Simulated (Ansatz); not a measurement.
# All-electron card of Mo

```
CELL_PARAMETERS angstrom
0.00000 2.84404 2.84404
2.84404 0.00000 2.84404
2.84404 2.84404 0.00000
ATOMIC_POSITIONS crystal
Mo 0.00000 0.00000 0.00000
Mo 0.25000 0.25000 0.25000
```

Atoms are numbered in the order listed.

The conventional cell has a = 5.688 Å, b = 5.688 Å, c = 5.688 Å, α = 90.00°, β = 90.00°, γ = 90.00°. Mo (atom 1) is surrounded by 4 Mo at 2.46 Å.

The cell was built from the diamond type and relaxed in the same program, and has space group Fd-3m; it needn't be a known or the stable phase.

Method: Ansatz 0.2.0, DFT, PBE, all-electron LAPW, scalar-relativistic.

The runs use a Γ-centred 11×11×11 k mesh, Fermi–Dirac smearing of 0.05 eV, basis error target 0.25 meV/atom, no spin polarisation.

```yaml
Band_gap: none at this level of theory (metallic, semimetallic, or a small gap that the functional closes)
Density_of_states_at_the_Fermi_level_0.2_eV_bin: 2.64 states/eV per cell
Volume_per_atom: 155.2 bohr³
Pressure_at_this_cell: -0.01 GPa
```
